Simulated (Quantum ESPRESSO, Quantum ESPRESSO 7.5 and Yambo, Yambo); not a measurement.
**CdTe (F-43m): G0W0 on several meshes in Yambo**

How does the mesh move the gap of CdTe (F-43m)?

Program: Quantum ESPRESSO 7.5 and Yambo 5.3.0. Level of theory: PBE and many-body steps on it, plane waves. Results are calculated unless marked as measured.

## 1. The starting structure

The structure is cubic, space group F-43m (No. 216). The conventional cell has a = 6.480 Å, b = 6.480 Å, c = 6.480 Å, α = 90.00°, β = 90.00°, γ = 90.00°. Nearest to Cd lie 4 Te at 2.81 Å. Nearest to Te lie 4 Cd at 2.81 Å. Farther neighbours and most contacts between anions are not listed.

The cell and positions come from the Crystallography Open Database and are kept as given unless a step says otherwise. Spin-orbit coupling is left out unless a step names it.

## 2. Empty states on the mesh, 4×4×4 mesh, 305 bands

This step: Quantum ESPRESSO 7.5; DFT, PBE, plane waves, norm-conserving pseudopotentials.

The sums over transitions need many empty states on a uniform mesh; this step solves for them.

Contents of pw.in:

```
&control
  calculation = 'nscf'
  prefix = 'x'
  outdir = 'o'
  pseudo_dir = 'pseudo'
/
&system
  ibrav = 0
  nat = 2
  ntyp = 2
  ecutwfc = 94.0
  nbnd = 305
  force_symmorphic = .true.
/
&electrons
  conv_thr = 1e-9
  electron_maxstep = 80
  diago_full_acc = .true.
  diago_thr_init = 5e-6
/
ATOMIC_SPECIES
  Cd 112.41 Cd.upf
  Te 127.6 Te.upf
CELL_PARAMETERS angstrom
  0.0000000000 3.2400000000 3.2400000000
  3.2400000000 0.0000000000 3.2400000000
  3.2400000000 3.2400000000 0.0000000000
ATOMIC_POSITIONS crystal
  Cd 0.0000000000 0.0000000000 0.0000000000
  Te 0.2500000000 0.2500000000 0.2500000000
K_POINTS automatic
  4 4 4 0 0 0
```

Started as:

```console
> OMP_NUM_THREADS=1 mpirun -n 4 pw.x -nk 4 -in pw.in > pw.out
```

Log:

```text
Program PWSCF v.7.5 starts

     This program is part of the open-source Quantum ESPRESSO suite
     for quantum simulation of materials; please cite
         "P. Giannozzi et al., J. Phys.:Condens. Matter 21 395502 (2009);
         "P. Giannozzi et al., J. Phys.:Condens. Matter 29 465901 (2017);
         "P. Giannozzi et al., J. Chem. Phys. 152 154105 (2020);
     in publications or presentations arising from this work. More details at

     Atomic positions and unit cell read from directory:
     o/x.save/

     Message from routine setup:
[...]
-150.4559-100.4824-100.4824-100.4824 -93.9054 -54.9603 -54.9602 -54.9602
[...]
50.0998  50.9654  50.9654  51.3953  52.8916  52.8916  53.7707  54.0719
     [... 27 further rows ...]
   147.4669 147.4669 147.6547 147.6547 147.8147 148.5748 150.0272 150.3457
   150.3457

          k = 0.3536 0.0000 0.0000 (  7059 PWs)   bands (ev):

     [... further k-points ...]

     highest occupied, lowest unoccupied level (ev):     8.2696    9.0401

     XML data file, pseudopotentials, collected wavefunctions

=------------------------------------------------------------------------------=
   JOB DONE.
=------------------------------------------------------------------------------=
```

Run time: 66 s. Hardware: 4 MPI ranks of Arm Neoverse V1, shared host; peak memory 0.96 GiB; 4.4 min of CPU time.

This step gave:

```yaml
gap: 0.7705 eV
k_of_the_valence_top: 0, 0, 0
k_of_the_conduction_bottom: 0, 0, 0
least_direct_gap: 0.7705 eV
k_points_computed: 8
lowest_point_of_the_top_converged_band_above_the_valence_top: 137.2128 eV
```

On this mesh the gap is 0.770 eV.

The density comes from a self-consistent run that is not shown.

## 3. Conversion and set-up

This step: Yambo 5.3.0; conversion and set-up on PBE, plane waves, norm-conserving pseudopotentials.

The states are converted to the many-body program's format and the q mesh is built.

Started as:

```console
> (cd o/x.save; p2y > p2y.log; mv SAVE ../..); yambo > setup.log
```

Log:

```text
 Yambo, version 5.3.0

 [02] CORE Variables Setup
 =========================

  [02.01] Unit cells
  ==================

  Cell kind             :  FCC
  Atoms in the cell     :  Cd  Te
  number of Cd atoms    :  1
  number of Te atoms    :  1

  List of atomic masses
  Mass of Cd    :  112.4100
  Mass of Te    :  127.6000

  List of atomic coordinates    : [cc]
  Cd1       :  0.000000  0.000000  0.000000  order 1
  Te1       :  3.061356  3.061356  3.061356  order 2

  Alat factors          :  6.122713  6.122713  6.122713 [a.u.]
  Direct lattice volume :  459.0517 [a.u.]
[...]
==========================================

 IBZ Q-points                                      :   8
 BZ  Q-points                                      :   64

 K/Q-points units:
 rlu = crystal or reduced units; cc = cartesian coordinates; iku = interal k-units

 Q [1]          [rlu]:  0.000000  0.000000  0.000000
 Q [2]          [rlu]: -0.71308E-17 -0.71308E-17  0.25000
 Q [3]          [rlu]:  0.14262E-16  0.14262E-16 -0.50000
[...]
Q [7]          [rlu]:  0.42627E-17 -0.50000     -0.50000
 Q [8]          [rlu]:  0.250000 -0.500000 -0.250000

  [03.01] X indexes
  =================

   [03.01.01] Sigma indexes
   ========================

 [06] Game Over & Game summary
```

Elapsed: 3.7 s, on 1 MPI rank; peak memory 0.26 GiB.

## 4. 4×4×4

G0W0 replaces the xc potential by the self-energy, built once from these orbitals. Only a window of levels is corrected, while the sums run over the empty bands that the input names.

This step: G0W0 on PBE, plane waves, norm-conserving pseudopotentials.

Contents of gw2.in:

```
HF_and_locXC
gw0
dyson
ppa
em1d
rim_cut
RandQpts= 1000000
RandGvec= 1 RL
EXXRLvcs= 94 Ry
VXCRLvcs= 376 Ry
Chimod= "HARTREE"
% BndsRnXp
 1 | 137 |
%
NGsBlkXp= 11.5 Ry
% LongDrXp
 1 | 1 | 1 |
%
% GbndRnge
 1 | 137 |
%
DysSolver= "n"
ExtendOut
PPAPntXp= 27.21138 eV
% QPkrange
 1 | 1 | 21 | 24 |
%
```

Started as:

```console
> OMP_NUM_THREADS=1 mpirun -n 4 yambo -F gw2.in -J gw2 -C gw2 > gw2.log
```

Log:

```text
 Yambo, version 5.3.0

 [02] CORE Variables Setup
 =========================

  [... cell, symmetries and grids as in the set-up ...]

  [02.05] Energies & Occupations
  ==============================

  [X] === General ===
  [X] Electronic Temperature                        :  0.000000  0.000000 [eV K]
  [X] Bosonic    Temperature                        :  0.000000  0.000000 [eV K]
  [X] Finite Temperature mode                       : no
  [X] El. density                                   :  0.64683E+24 [cm-3]
  [X] Fermi Level                                   :  8.269562 [eV]

  [X] === Gaps and Widths ===
  [X] Conduction Band Min                           :  0.770493 [eV]
  [X] Valence Band Max                              :  0.000000 [eV]
  [X] Filled Bands                                  :  22
  [X] Empty Bands                                   :   23  305
  [X] Direct Gap                                    :  0.770493 [eV]
  [X] Direct Gap localized at k                     :  1
  [X] Indirect Gap                                  :  0.770493 [eV]
  [X] Indirect Gap between kpts                     :  1  1
  [X] Last valence band width                       :  2.192418 [eV]
  [X] 1st conduction band width                     :  3.488558 [eV]

 [03] Transferred momenta grid and indexing
 ==========================================

 IBZ Q-points                                      :   8
 BZ  Q-points                                      :   64

 K/Q-points units:
 rlu = crystal or reduced units; cc = cartesian coordinates; iku = interal k-units

 Q [1]          [rlu]:  0.000000  0.000000  0.000000
 Q [2]          [rlu]: -0.71308E-17 -0.71308E-17  0.25000
 Q [3]          [rlu]:  0.14262E-16  0.14262E-16 -0.50000
 Q [4]          [rlu]: -0.21313E-17  0.25000      0.25000
 Q [5]          [rlu]: -0.78397E-17  0.25000      0.50000
 Q [6]          [rlu]:  0.14262E-16  0.25000     -0.25000
 Q [7]          [rlu]:  0.42627E-17 -0.50000     -0.50000
 Q [8]          [rlu]:  0.250000 -0.500000 -0.250000

 [04] Coloumb potential Random Integration (RIM)
 ===============================================

  [04.01] RIM initialization
  ==========================

  * Diagonal components only detected *

  8 x (sBL volume)        :  0.067544 [a.u.]
  sBZ random points       :  1000000
  Points outside the sBZ  :   7968281
  RL volume               :  0.540354 [a.u.]
  Integrated volume       :  0.542504 [a.u.]

  [04.02] RIM integrals
  =====================

  Gamma point sphere radius             :  0.073872 [a.u.]
  Points outside the sphere             :   800476
  [Int_sBZ(q=0) 1/q^2]*(Vol_sBZ)^(-1/3) =:  7.776341
                                 should be <:  7.795600

  Summary of Coulomb integrals for non-metallic bands |Q|[au] RIM/Bare

  Q [1] 0.100000E-4 0.997530 * Q [2] 0.222181 1.068569
  Q [4] 0.256552 1.068679 * Q [6] 0.362820 1.030574
  Q [5] 0.425444 1.023203 * Q [3] 0.444362 1.020753
  Q [7] 0.513105 1.016896 * Q [8] 0.573668 1.013852

 [WARNING] [Xp] User bands 1-137 break level degeneracy

 [05] Dipoles
 ============

  [05.01] Setup: observables and procedures
  =========================================

 [06] Dynamic Dielectric Matrix (PPA)
 ====================================

 [WR./gw2//ndb.pp]---------------------------------------------------------------
  Brillouin Zone Q/K grids (IBZ/BZ)                :    8   64    8   64
  RL vectors                                       :   8363 [WF]
  Coulomb cutoff potential                         : none
  Electronic Temperature                           :  0.000000 [K]
  Bosonic    Temperature                           :  0.000000 [K]
  PPA    diel. fun.  energies                      : Perdew, Burke & Ernzerhof(X)+Perdew, Burke & Ernzerhof(C)
  wavefunctions                                    : Perdew, Burke & Ernzerhof(X)+Perdew, Burke & Ernzerhof(C)
  Global Gauge                                     : length
  X matrix size                                    :   339
  X band range                                     :    1  137
  X e/h energy range                               : -1.000000 -1.000000 [eV]
  X Time ordering                                  : R
  X Hxc Kernel                                     : HARTREE
  X Drude frequency                                :  0.000000  0.000000
  X poles                                          :  100.0000 [o/o]
  RL vectors in the sum                            :   8363
  [r,Vnl] included                                 : yes
  Field direction                                  :  0.577350E-5  0.577350E-5  0.577350E-5
  BZ energy Double Grid                            : no
  BZ energy DbGd points                            : 0
  BZ Q point size factor                           : -1.000000
  X Optical Averaged directions                    : none

 [07] Local Exchange-Correlation + Non-Local Fock
 ================================================

 [VXC] Plane waves :   56833
 [EXS] Plane waves :   7239

 QP @ state[ 1 ] K range:  1  1
 QP @ state[ 1 ] b range:  21  24

 [xc] Functional : Perdew, Burke & Ernzerhof(X)+Perdew, Burke & Ernzerhof(C)
 [xc] LIBXC used to calculate xc functional
  PP Number of Atomic Species                      :  2
  NLCC RL compoments                               :   56833
  PP Number of Atomic Species                      :  2
  NLCC RL compoments                               :   56833

 [xc] E_xc :  -35.75596 [Ha]
      E_xc :  -71.51193 [Ry]

  Local XC kind (lXC) : Perdew, Burke & Ernzerhof(X)+Perdew, Burke & Ernzerhof(C)
  Non-Local XC kind (nlXC) : Hartree-Fock

  Corrections @ K [1] :  [eV]
 <21|nlXC|21> = -16.37050  0.65059E-17 <21|lXC|21> = -14.42006 -0.18882E-15
 <22|nlXC|22> = -16.37052  0.24658E-17 <22|lXC|22> = -14.42006  0.37763E-15
 <23|nlXC|23> = -8.185957 -0.13120E-17 <23|lXC|23> = -11.98125 -0.13484E-20
 <24|nlXC|24> = -5.957498  0.75232E-18 <24|lXC|24> = -10.13165  0.18880E-15

 [08] Dyson equation: Newton solver
 ==================================

  [08.01] G0W0 (W PPA)
  ====================

  [  GW  ] Bands range     :    1  137
  [GW/PPA] G damping       :  0.100000 [eV]

  QP @ state[ 1 ] K range:  1  1
  QP @ state[ 1 ] b range:  21  24

   Sc/G bands                                       :    1  137
   Sc/G damping                                     :  0.100000 ev
   Sc bands terminator                              : no
   Sx RL components                                 :   7239

   QP @ state[ 1 ] K range                          :  1  1
   QP @ state[ 1 ] b range                          :  21  24
   GF energies kind                                 : Perdew, Burke & Ernzerhof(X)+Perdew, Burke & Ernzerhof(C)
   GF WF`s kind                                     : Perdew, Burke & Ernzerhof(X)+Perdew, Burke & Ernzerhof(C)
   Xs energies kind                                 : Perdew, Burke & Ernzerhof(X)+Perdew, Burke & Ernzerhof(C)
   Xs WF`s kind                                     : Perdew, Burke & Ernzerhof(X)+Perdew, Burke & Ernzerhof(C)

 [11] Game Over & Game summary
```

It took 4.4 min on 4 MPI ranks; peak memory 2.4 GiB.

This step gave:

```
G0W0 gap on the points computed              : 1.538 eV
starting gap on the mesh                     : 0.7705 eV
k of the valence top                         : 0, 0, 0
k of the conduction bottom                   : 0, 0, 0
least direct G0W0 gap on the computed points : 1.538 eV
Z at the valence top                         : 0.7988
Z at the conduction bottom                   : 0.8108
```

The gap on the mesh goes from 0.77 eV to 1.54 eV, a correction of +0.77 eV.

## 5. Empty states on the mesh, 2×2×2 mesh, 137 bands

This step: Quantum ESPRESSO 7.5; DFT, PBE, plane waves, norm-conserving pseudopotentials.

pw.in, as its differences from that of step 2:

```diff
@@ -11,3 +11,3 @@
   ecutwfc = 94.0
-  nbnd = 305
+  nbnd = 137
   force_symmorphic = .true.
@@ -31,2 +31,2 @@
 K_POINTS automatic
-  4 4 4 0 0 0
+  2 2 2 0 0 0
```

Started as:

```console
> OMP_NUM_THREADS=1 mpirun -n 4 pw.x -nk 4 -in pw.in > pw.out
```

Log:

```text
[banner, memory and clock lines left out]
Program PWSCF v.7.5 starts

     Atomic positions and unit cell read from directory:
     o/x.save/

     Message from routine setup:
     using ibrav=0 with symmetry is DISCOURAGED, use correct ibrav instead

     Message from routine divide_et_impera:
     suboptimal parallelization: some nodes have no k-points

     G-vector sticks info

     bravais-lattice index     =            0
     lattice parameter (alat)  =       8.6588  a.u.
     unit-cell volume          =     459.0517 (a.u.)^3
     number of atoms/cell      =            2
[...]
-150.4559-100.4824-100.4824-100.4824 -93.9054 -54.9603 -54.9602 -54.9602
[...]
[... 6 further rows ...]
[...]
82.8555

          k =-0.7071 0.0000 0.0000 (  7078 PWs)   bands (ev):

  -150.4559-100.4824-100.4824-100.4824 -93.9054 -54.9603 -54.9602 -54.9602
[...]
50.9832  51.0558  52.7618  53.0888  53.0888  53.1275  53.8553  53.8553
     [... 6 further rows ...]
    79.3904  79.4180  79.4180  79.4666  80.3775  81.4505  81.4505  81.5241
    81.6778

     highest occupied, lowest unoccupied level (ev):     8.2696    9.0401

     XML data file, pseudopotentials, collected wavefunctions
```

Run time: 14 s. Hardware: 4 MPI ranks; peak memory 0.48 GiB; 54 s of CPU time.

This step gave:

```yaml
gap: 0.7705 eV
k_of_the_valence_top: 0, 0, 0
k_of_the_conduction_bottom: 0, 0, 0
least_direct_gap: 0.7705 eV
k_points_computed: 3
lowest_point_of_the_top_converged_band_above_the_valence_top: 70.6784 eV
```

On this mesh the gap is 0.770 eV.

[end of part 1 of 2]

[Paths, hosts, dates, memory and timing lines, banners, echoed tables and standing remarks are left out of the program output.]

[Logs are printed without paths, hosts, clocks, repeated set-up lines and the standing remarks that a program may print on its own settings, such as how far it seeks lower states.]

[Runs of the session that timed out or met a known fault of the program may be left out.]

[Hosts, paths, dates, database ids (printed as entryN), source tags and the programs' standing remarks are cut or masked in the printed files.]
